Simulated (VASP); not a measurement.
# RuS2 (P-3m1) in VASP: a series of runs, part 2 of 2

VASP 6.6.1. The steps go on from the part before.

**4. Single point, PBEsol+U, collinear spin, random start**

The input, INCAR:

```
ALGO = Fast ; EDIFF = 1E-6
ENCUT = 520 ; GGA = PS
ISIF = 2 ; ISMEAR = 0
ISPIN = 2 ; LASPH = T
LCHARG = F ; LDAU = T
LDAUJ = 0 0 ; LDAUL = 2 -1
LDAUPRINT = 1 ; LDAUTYPE = 2
LDAUU = 3 0 ; LMAXMIX = 4
LORBIT = 11 ; LREAL = F
LWAVE = F ; MAGMOM = -0.16 0 0
NELM = 100 ; PREC = Accurate
SIGMA = 0.05
```

The input, KPOINTS:

```
k-points
0
Gamma
  6 6 4
```

The input, POSCAR:

```
RuS2
1.0
    3.5211794000      0.0000000000      0.0000000000
   -1.7605897000      3.0494308100      0.0000000000
    0.0000000000      0.0000000000      5.6803931900
Ru S
1 2
Direct
    0.0000000000      0.0000000000      0.0000000000
    0.3333333333      0.6666666667      0.2520000000
    0.6666666667      0.3333333333      0.7480000000
```

Potentials or basis: VASP PAW PBE potentials, release 64 (Ru_pv, S).

Launch:

```bash
> cat potpaw_PBE.64/Ru_pv/POTCAR potpaw_PBE.64/S/POTCAR > POTCAR
> mpirun -np 1 vasp_std > vasp.out
```

OUTCAR:

```text
EDIFF = 1E-6
   ENCUT = 520
   GGA = PS
   ISIF = 2
   ISMEAR = 0
   ISPIN = 2
   LASPH = T
   LORBIT = 11
   LREAL = F
   NELM = 100
   PREC = Accurate

 ion  position               nearest neighbor table
   1  0.000  0.000  0.000-   2 2.49   3 2.49   3 2.49   2 2.49   3 2.49   2 2.49
   2  0.333  0.667  0.252-   1 2.49   1 2.49   1 2.49
   3  0.667  0.333  0.748-   1 2.49   1 2.49   1 2.49

  LATTYP: Found a hexagonal cell.
 ALAT       =     3.5211794000
 C/A-ratio  =     1.6132075492

  Lattice vectors:

 A1 = (   3.5211794000,   0.0000000000,   0.0000000000)
 A2 = (  -1.7605897000,   3.0494308100,   0.0000000000)
 A3 = (   0.0000000000,   0.0000000000,   5.6803931900)

Analysis of symmetry for initial positions (statically):
=====================================================================
 Subroutine PRICEL returns:
 Original cell was already a primitive cell.

 Routine SETGRP: Setting up the symmetry group for a
 hexagonal supercell.

 Subroutine GETGRP returns: Found 12 space group operations
 (whereof 12 operations were pure point group operations)
 out of a pool of 24 trial point group operations.

The static configuration has the point symmetry D_3d.

Analysis of symmetry for dynamics (positions and initial velocities):
=====================================================================
 Subroutine PRICEL returns:
 Original cell was already a primitive cell.

 Routine SETGRP: Setting up the symmetry group for a
 hexagonal supercell.

 Subroutine GETGRP returns: Found 12 space group operations
 (whereof 12 operations were pure point group operations)
 out of a pool of 24 trial point group operations.

The dynamic configuration has the point symmetry D_3d.

Analysis of structural, dynamic, and magnetic symmetry:
=====================================================================
 Subroutine PRICEL returns:
 Original cell was already a primitive cell.

[... 196 lines left out ...]
 E-fermi :   4.9598     XC(G=0): -10.3340

 val. band max:        4.9488119670   @ k =   0.1667  -0.0000   0.5000
 cond. band min:       4.9694380601   @ k =   0.0000   0.0000   0.0000
 fundamental gap:      0.0206260931
 Fermi energy:         4.9598441661

 spin component 1

 k-point     1 :       0.0000    0.0000    0.0000
  band No.  band energies     occupation
      1     -37.4596      1.00000
      2     -37.4596      1.00000
      3     -37.2605      1.00000
      4      -8.5899      1.00000
      5      -6.9246      1.00000
      6      -0.5180      1.00000
[... 456 lines left out ...]
      3     -37.2517      1.00000
      4      -6.9340      1.00000
      5      -6.9340      1.00000
      6       0.5810      1.00000
[... 9 lines left out ...]
     16       7.7400      0.00000
     17      12.6866      0.00000
 Fermi energy:         4.9598441661

 spin component 2

 k-point     1 :       0.0000    0.0000    0.0000
  band No.  band energies     occupation
      1     -38.8420      1.00000
      2     -38.8420      1.00000
      3     -38.1106      1.00000
      4      -8.7381      1.00000
      5      -7.0564      1.00000
      6      -0.9425      1.00000
[... 457 lines left out ...]
      4      -7.1022      1.00000
      5      -7.1022      1.00000
      6      -0.1936      1.00000
[... 9 lines left out ...]
     16       7.1684      0.00000
     17      12.3359      0.00000

------------------------ aborting loop because EDIFF is reached ----------------------------------------

  FORCE on cell =-STRESS in cart. coord.  units (eV):
  Direction    XX          YY          ZZ          XY          YZ          ZX
  --------------------------------------------------------------------------------------
  -------------------------------------------------------------------------------------
  Total       -5.2158104     -5.2158104     -4.5642310      0.0000000      0.0000000      0.0000000
  in kB     -137.0083536   -137.0083534   -119.8927331      0.0000000      0.0000000      0.0000000
  external PRESSURE =    -131.3031467 kB  Pullay stress =       0.0000000 kB

 VOLUME and BASIS-vectors are now :
 -----------------------------------------------------------------------------
  energy-cutoff  :      520.00
  volume of cell :       60.99
      direct lattice vectors                 reciprocal lattice vectors
     3.521179400  0.000000000  0.000000000     0.283995754  0.163965025  0.000000000
    -1.760589700  3.049430810  0.000000000     0.000000000  0.327930051  0.000000000
     0.000000000  0.000000000  5.680393190     0.000000000  0.000000000  0.176044152

 POSITION                                       TOTAL-FORCE (eV/Angst)
 -----------------------------------------------------------------------------------
      0.00000      0.00000      0.00000         0.000000      0.000000      0.000000
     -0.00000      2.03295      1.43146        -0.000000      0.000000     -1.383548
      1.76059      1.01648      4.24893         0.000000     -0.000000      1.383548
 -----------------------------------------------------------------------------------
    total drift:                                0.000000     -0.000000      0.000000

  FREE ENERGIE OF THE ION-ELECTRON SYSTEM (eV)
  ---------------------------------------------------
  free  energy   TOTEN  =       -15.9914245005 eV

  energy  without entropy=      -15.9901117502  energy(sigma->0) =      -15.99076813

 total charge

# of ion       s       p       d       tot
------------------------------------------
    1        0.305   6.234   5.784  12.323
    2        1.360   2.230   0.000   3.590
    3        1.360   2.230   0.000   3.590
--------------------------------------------------
tot          3.024  10.694   5.784  19.502

 magnetization (x)

# of ion       s       p       d       tot
------------------------------------------
    1       -0.022  -0.026  -1.565  -1.612
    2       -0.004  -0.081   0.000  -0.085
    3       -0.004  -0.081   0.000  -0.085
--------------------------------------------------
tot         -0.031  -0.187  -1.565  -1.783
```

stdout:

```text
POSCAR found type information on POSCAR RuS
 POSCAR found :  2 types and       3 ions
 scaLAPACK will be used
 -----------------------------------------------------------------------------
|                                                                             |
|                                                                             |
|     You enforced a specific xc type in the INCAR file but a different       |
|     I HOPE YOU KNOW WHAT YOU ARE DOING!                                     |
|                                                                             |
 -----------------------------------------------------------------------------

 LDA part: xc-table for (Slater+PW92), standard interpolation
 POSCAR, INCAR and KPOINTS ok, starting setup
 FFT: planning ... GRIDC
 FFT: planning ... GRID_SOFT
 FFT: planning ... GRID
 WAVECAR not read
 entering main loop
```

It took 43 s on 1 thread of AMD EPYC 9R45 (Zen 5), shared host; peak memory 0.18 GiB.

What came out:

| Item | Value |
| --- | --- |
| Free energy | -15.9914 eV |
| Pressure | -13.1 GPa |
| Largest force | 1.384 eV/Å |
| Band gap on the k mesh | none (metal or under the smearing width) |
| Net moment | -1.91 μB per cell |
| Site moments | Ru -1.61; S -0.09 μB |
| Valence electrons inside the program's atomic spheres | Ru 12.32; S 3.59 |

Forces on the atoms (eV/Å):
```
Ru   0.000  0.000  0.000
S    0.000  0.000 -1.384
S    0.000  0.000  1.384
```

Levels at points of the mesh, in eV from the Fermi level:
Spin up:
```csv
k point,band 9,band 10,band 11,band 12,band 13,band 14,band 15,band 16
"(0.00, 0.00, 0.00)",-0.78,-0.57,-0.57,-0.13,-0.13,0.01,2.74,2.74
"(0.50, 0.00, 0.00)",-3.42,-2.59,-1.70,-1.20,0.49,0.52,2.65,3.07
"(0.00, 0.00, 0.50)",-2.34,-0.58,-0.58,-0.32,-0.32,-0.04,3.08,3.08
"(0.50, 0.00, 0.50)",-3.37,-1.39,-1.34,-1.18,0.44,0.47,2.52,3.21
```
Spin down:
```tsv
k point	band 10	band 11	band 12	band 13	band 14	band 15	band 16	band 17
(0.00, 0.00, 0.00)	-3.04	-1.71	-0.29	-0.29	-0.08	2.08	2.08	5.66
(0.50, 0.00, 0.00)	-2.83	-2.70	-2.20	-1.86	-1.62	1.97	2.47	6.31
(0.00, 0.00, 0.50)	-3.05	-2.42	-0.77	-0.48	-0.48	2.42	2.42	6.22
(0.50, 0.00, 0.50)	-2.83	-2.60	-1.79	-1.52	-1.31	1.89	2.53	5.54
```

Eigenvalues of the final occupation matrices:
```csv
site,spin,trace,eigenvalues
site 1 d,1,2.13,0.25 0.25 0.46 0.46 0.72
site 1 d,2,3.70,0.53 0.53 0.87 0.89 0.89
```

Caveat: the PAW data sets were made with another functional, which shifts forces and pressure a little.

**5. Single point, PBEsol+U, collinear spin, ferromagnetic start**

The input, INCAR:

```
PREC = Accurate
ENCUT = 520
EDIFF = 1E-6
ISMEAR = 0
SIGMA = 0.05
LREAL = False
LASPH = True
NELM = 60
ALGO = Normal
ISIF = 2
LWAVE = False
LCHARG = True
ISPIN = 2
MAGMOM = 1 0 0
LORBIT = 11
NUPDOWN = 4
LMAXMIX = 4
LDAU = True
LDAUTYPE = 2
LDAUL = 2 -1
LDAUU = 3 0
LDAUJ = 0 0
LDAUPRINT = 1
GGA = PS
LELF = True
LVHAR = True
```

The input, KPOINTS:

```
regular mesh
0
Gamma
  6 6 4
```

POSCAR is that of step 4.

Launch:

```bash
> cat potpaw_PBE.64/Ru_pv/POTCAR potpaw_PBE.64/S/POTCAR > POTCAR
> mpirun -np 1 vasp_std > vasp.out
```

Wall time 33 s (1 thread of AMD EPYC 9R45 (Zen 5), shared host); peak memory 0.19 GiB.

It converged, with:

* Free energy: -14.5908 eV
* Pressure: -2.7 GPa
* Largest force: 0.017 eV/Å
* Net moment: 4.00 μB per cell
* Site moments: Ru +2.93; S +0.29 μB
* Valence electrons inside the program's atomic spheres: Ru 12.23; S 3.61

Forces in eV/Å, atoms in the order of the input:
```
Ru   0.000  0.000  0.000
S    0.000  0.000  0.017
S    0.000  0.000 -0.017
```

Stress tensor (GPa, compression positive):
```
-3.61  0.00  0.00
 0.00 -3.61  0.00
 0.00  0.00 -0.95
```

Eigenvalues of the final occupation matrices:
```
    site  spin  trace               eigenvalues
site 1 d     1   4.29  0.80 0.80 0.90 0.90 0.90
site 1 d     2   1.43  0.16 0.20 0.20 0.44 0.44
```

Caveat: the moment is held away from its start; the PAW data sets were made with another functional, which shifts forces and pressure a little; the total moment is fixed, so each spin has its own Fermi level. The state reached can hang on the start; a lower one may exist.

**6. Summary**

| spin | fixed moment (μB) | further INCAR settings | gap on the mesh (eV) | pressure (GPa) | moment (μB) | largest force (eV/Å) |
| --- | --- | --- | --- | --- | --- | --- |
| collinear, ferromagnetic start | - | ALGO = Normal; EDIFF = 1e-06 | none | -13.1 | 1.90 | 1.38 |
| collinear, zero start | - | ALGO = Fast; EDIFF = 1e-06; NBANDS = 24 | none | -17.1 | 0.00 | 1.80 |
| collinear, random start | - | ALGO = Fast; EDIFF = 1e-06 | none | -13.1 | 1.91 | 1.38 |
| collinear, ferromagnetic start | 4 | ALGO = Normal; EDIFF = 1e-06 | - | -2.7 | 4.00 | 0.02 |

Alike in all rows: task single point; level PBEsol+U; potentials or basis VASP PAW PBE potentials, release 64 (Ru_pv, S); Ru d U = 3 eV; cell as given; k mesh 6 × 6 × 4; cutoff (eV) 520; smearing gaussian 0.05 eV.

Every run on the cell as given and a fine mesh finds a metal.

Caveats: the PAW data sets were made with another functional, which shifts forces and pressure a little; the moment is held away from its start (some runs); the total moment is fixed, so each spin has its own Fermi level (some runs).

Total energies depend on the potentials used, so only differences within one code and one set of settings carry meaning.
